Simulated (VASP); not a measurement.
## VASP inputs for BaHfO₃ (strained cubic perovskite)

INCAR

```
ISMEAR = -1
GGA = PE
NELM = 120
LREAL = .FALSE.
PREC = Accurate
EDIFF = 1E-7
LWAVE = .FALSE.
SIGMA = 0.02
LASPH = .TRUE.
NBANDS = 27
ISIF = 2
NSW = 0
LCHARG = .FALSE.
ENCUT = 520
IBRION = -1
```

KPOINTS

```
KPOINTS created by Atomic Simulation Environment
0
Gamma
6 6 6
0 0 0
```

KPOINTS_OPT

```
special points
4
Reciprocal
0.0000000000 0.0000000000 0.0000000000 1
0.0000000000 0.5000000000 0.0000000000 1
0.5000000000 0.5000000000 0.0000000000 1
0.5000000000 0.5000000000 0.5000000000 1
```

POSCAR

```
Ba Hf O
 1.0000000000000000
     4.3023705339999996    0.0000000000000000    0.0000000000000000
     0.0000000000000000    4.3023705339999996    0.0000000000000000
     0.0000000000000000    0.0000000000000000    4.3023705339999996
 Ba  Hf  O
   1   1   3
Cartesian
  0.0000000000000000  0.0000000000000000  0.0000000000000000
  2.1511852669999998  2.1511852669999998  2.1511852669999998
  2.1511852669999998  2.1511852669999998  0.0000000000000000
  2.1511852669999998  0.0000000000000000  2.1511852669999998
  0.0000000000000000  2.1511852669999998  2.1511852669999998
```

VASP ran with the recommended PBE PAW datasets (38 valence electrons in the cell).

Q: Estimate the main results of this run.

A: gap between bands v and c 3.39 eV; least direct gap 3.69 eV; pressure -9.7 GPa.

Band v is the last that the valence electrons fill when counted band by band, and c is the next. Levels in eV from the top of v:

```
point    v−1      v     c   c+1
    Γ  -0.30  -0.30  3.39  3.39
    X  -0.60  -0.60  3.86  5.75
    M  -0.92  -0.07  5.68  5.68
    R   0.00   0.00  5.67  5.67
```
